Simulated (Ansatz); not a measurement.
Reaction (substitution at a C–C bond): `CC(C)CCO` + `OCCO` → `OCCOCCO` + propane

Isolated molecules relaxed with PBE0-D4/def2-TZVP in Ansatz; ΔE leaves out vibrations. CCSD(T)/CBS adds triple-zeta CCSD(T) − MP2 to the extrapolated MP2 energy (def2 sets, frozen cores). This one scheme is used for every species. Functionals use def2-TZVPP. One conformer a species, not always the lowest.

```tsv
level	ΔE (eV)
B2PLYP	0.29
HF/def2-QZVPP	0.13
```

(1) What does CCSD(T)/CBS give? (An estimate is asked.)

Largest T1 diagnostic among the species: 0.010.

## Answers

(1) Computed: +0.39 eV. The listed levels differ from it by -0.10, -0.26 eV.

In def2-TZVPP, CCSD(T) changes the Hartree–Fock value by +0.24 eV (the triples alone add +0.03 eV) and MP2 by +0.30 eV. The D4 term adds +0.08 eV with B3LYP and +0.04 eV with PBE0; it sums over pairs of atoms, weighted by their polarisabilities, and B3LYP, whose exchange is more repulsive, gets the larger term.

B3LYP here is the variant with VWN-RPA as its local correlation; programs differ in this.

CCSD(T)/CBS has its own doubt, a few kJ/mol and more with outer-core shells, so smaller differences from it don't rank the levels.
